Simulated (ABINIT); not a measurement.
Crystal: GaN.

```
Ga N
1.0
     0.00000    2.25350    2.25350
     2.25350    0.00000    2.25350
     2.25350    2.25350    0.00000
Ga N
1 1
Direct
  0.00000 0.00000 0.00000
  0.25000 0.25000 0.25000
```

The cell is a database's computed one.

| Quantity | Value |
| --- | --- |
| Program | ABINIT 10.8.3 (patched build) |
| Task | relaxation of cell and atoms |
| Functional | PBE |
| Potentials or basis | JTH PAW PBE v2.0 |
| Cutoff | 707 eV |
| k mesh | 8 × 8 × 8 |
| Occupations | fermi-dirac, width 0.05 eV |
| Spin | no spin polarisation |

At the start: pressure 5.7 GPa; volume 11.44 Å³/atom.

How do energy, volume and symmetry change on relaxing?

Over 4 steps the energy falls by 6.1 meV/atom and the volume is 11.80 Å³/atom (+3.1 %); space group F-43m (No. 216, to 0.05 Å).

Step by step:
| step | energy change (eV) | largest force (eV/Å) | pressure (GPa) | volume (Å³) |
| --- | --- | --- | --- | --- |
| 1 | 0.0000 | 0.0000 | 5.71 | 22.89 |
| 2 | -0.0099 | 0.0000 | 2.40 | 23.29 |
| 3 | -0.0122 | 0.0000 | 0.10 | 23.59 |
| 4 | -0.0122 | 0.0000 | 0.00 | 23.61 |

Final structure:
```
Ga N
1.0
     0.00000    2.27689    2.27689
     2.27689    0.00000    2.27689
     2.27689    2.27689    0.00000
Ga N
1 1
Cartesian
  0.0000 0.0000 0.0000
  1.1384 1.1384 1.1384
```
